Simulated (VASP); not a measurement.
Input of a VASP 6.6.1 run:

Contents of POSCAR:

```
MgS
1.0
    4.0346224068      0.0000000000      0.0000000000
   -2.0173112034      3.4940854990      0.0000000000
    0.0000000000      0.0000000000      6.4322941800
S Mg
2 2
Direct
    0.6666666667      0.3333333333      0.8792441500
    0.3333333333      0.6666666667      0.3792441500
    0.3333333333      0.6666666667      0.9957548500
    0.6666666667      0.3333333333      0.4957548500
```

Contents of INCAR.step1:

```
ALGO = Normal
EDIFF = 1E-5
ENCUT = 520
GGA = PE
ISIF = 2
ISMEAR = -1
LASPH = True
LCHARG = False
LREAL = False
LWAVE = True
NELM = 80
PREC = Accurate
SIGMA = 0.05
```

File INCAR.step2:

```
AEXX = 0.25
ALGO = Normal
EDIFF = 1E-7
ENCUT = 520
GGA = PE
HFSCREEN = 0.1
ISIF = 2
ISMEAR = -1
ISTART = 1
LASPH = True
LCHARG = False
LHFCALC = True
LREAL = False
LWAVE = False
NELM = 80
PREC = Accurate
PRECFOCK = Fast
SIGMA = 0.05
```

File KPOINTS:

```
k-points
0
Gamma
  4 4 2
```

Potentials or basis: VASP PAW PBE potentials, release 64 (S, Mg).

The run is started by

```console
$ cat potpaw_PBE.64/S/POTCAR potpaw_PBE.64/Mg/POTCAR > POTCAR
$ cp INCAR.step1 INCAR
$ mpirun -np 1 vasp_std > vasp.out
$ cp INCAR.step2 INCAR
$ mpirun -np 1 vasp_std > vasp.out
```

Task: Estimate the pressure.

Result: -0.2 GPa.

Task: Predict the largest force.

Result: 0.051 eV/Å.

Task: Predict the band gap on the k mesh.

Result: 4.83 eV, direct.

Forces in eV/Å, atoms in the order of the input:
```
S    0.000  0.000 -0.051
S    0.000  0.000 -0.051
Mg   0.000  0.000  0.051
Mg   0.000  0.000  0.051
```

Caveat: the k mesh is coarse (spacing up to 0.49 Å⁻¹), so the values aren't converged, least of all with exact exchange; the PAW data sets were made with another functional, which shifts forces and pressure a little.
